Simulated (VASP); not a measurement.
Ge in VASP 6.6.1, single-point calculation

INCAR

```
SIGMA = 0.02
NBANDS = 21
LWAVE = .FALSE.
ENCUT = 520
IBRION = -1
ISMEAR = -1
NSW = 0
GGA = PE
PREC = Accurate
LREAL = .FALSE.
LASPH = .TRUE.
EDIFF = 1E-7
NELM = 120
LCHARG = .FALSE.
ISIF = 2
IVDW = 21
```

KPOINTS

```
KPOINTS created by Atomic Simulation Environment
0
Monkhorst-Pack
8 8 8
0 0 0
```

POSCAR

```
Ge
 1.0000000000000000
     0.0000000000000000    2.9219797175000002    2.9219797175000002
     2.9219797175000002    0.0000000000000000    2.9219797175000002
     2.9219797175000002    2.9219797175000002    0.0000000000000000
 Ge
   2
Cartesian
  0.0000000000000000  0.0000000000000000  0.0000000000000000
  1.4609898587500001  1.4609898587500001  1.4609898587500001
```

The recommended PBE PAW datasets give the neutral cell 28 valence electrons.

Command

```
mpirun -np 1 vasp_std
```

Task: Predict the outcome of this run.

Result: It converged. Results: gap between bands v and c on the k mesh 0.02 eV; least direct gap on the k mesh 0.50 eV; pressure -3.4 GPa. Band v is the last that the valence electrons fill when counted band by band, and c is the next.

OSZICAR

```
N       E                     dE             d eps       ncg     rms          rms(c)
DAV:   1     0.191933348139E+03    0.19193E+03   -0.14542E+04  2780   0.354E+03
DAV:   2     0.199549939876E+02   -0.17198E+03   -0.16666E+03  2525   0.628E+02
DAV:   3    -0.807829996264E+01   -0.28033E+02   -0.27873E+02  2880   0.145E+02
DAV:   4    -0.906376414981E+01   -0.98546E+00   -0.98500E+00  2880   0.318E+01
DAV:   5    -0.908097578103E+01   -0.17212E-01   -0.17211E-01  2823   0.469E+00    0.280E+00
DAV:   6    -0.904128118163E+01    0.39695E-01   -0.18300E-02  3308   0.153E+00    0.166E+00
DAV:   7    -0.901970942651E+01    0.21572E-01   -0.36638E-02  2711   0.191E+00    0.140E-01
DAV:   8    -0.902121337304E+01   -0.15039E-02   -0.52177E-03  2875   0.964E-01    0.400E-02
DAV:   9    -0.902140083119E+01   -0.18746E-03   -0.26447E-04  2888   0.226E-01    0.151E-02
DAV:  10    -0.902143817097E+01   -0.37340E-04   -0.58698E-05  3275   0.644E-02    0.536E-03
DAV:  11    -0.902144080823E+01   -0.26373E-05   -0.81721E-06  2989   0.453E-02    0.179E-03
DAV:  12    -0.902144067380E+01    0.13443E-06   -0.69686E-07  3211   0.163E-02    0.370E-04
DAV:  13    -0.902144062693E+01    0.46871E-07   -0.35154E-08  2059   0.173E-03
   1 F= -.95915238E+01 E0= -.95913828E+01  d E =-.282039E-03
```

The shifted mesh misses Γ, so a band edge there is missed.

For comparison, a separate PBE run of the intended cell, on usual settings and not on those above, gives a gap of -0.09 eV on its mesh and a pressure of -2.3 GPa.
